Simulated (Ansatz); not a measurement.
# CaSe (Fm-3m): what a change of settings does

```
CELL_PARAMETERS angstrom
0.00000 2.96738 2.96738
2.96738 0.00000 2.96738
2.96738 2.96738 0.00000
ATOMIC_POSITIONS crystal
Ca 0.00000 0.00000 0.00000
Se 0.50000 0.50000 0.50000
```

Unless marked otherwise, the numbers come from r²SCAN, PAW on Ansatz 0.2.0's default frozen-core files (fitted under PBE), scalar-relativistic. k mesh 6×6×6, strains of ±0.008, fixed occupations, cutoff 500 eV. The cell was relaxed by PAW under this functional. The structure is one entry of a database and needn't be the stable phase.

With these settings the run gives C11 = 116.1, C44 = 29.8 GPa and B_V = 52.0 GPa (relaxed ions).

Q: The run is repeated in the same cell with hamiltonian.xc from r2scan to revpbe. What moves, and by how much?

A: C11: -1.48 %; C44: -10 %; B_V: +0.91 %. The cutoff follows the change, from 500 to 420 eV. The cell isn't relaxed anew, and its pressure at the new settings is 2.1 GPa; in its own relaxed cell the change can differ in size and sign.

Limits of these numbers: frozen-core PAW files fitted under PBE, their cores solved anew for the functional of the run; the cell carries a residual stress at this level.
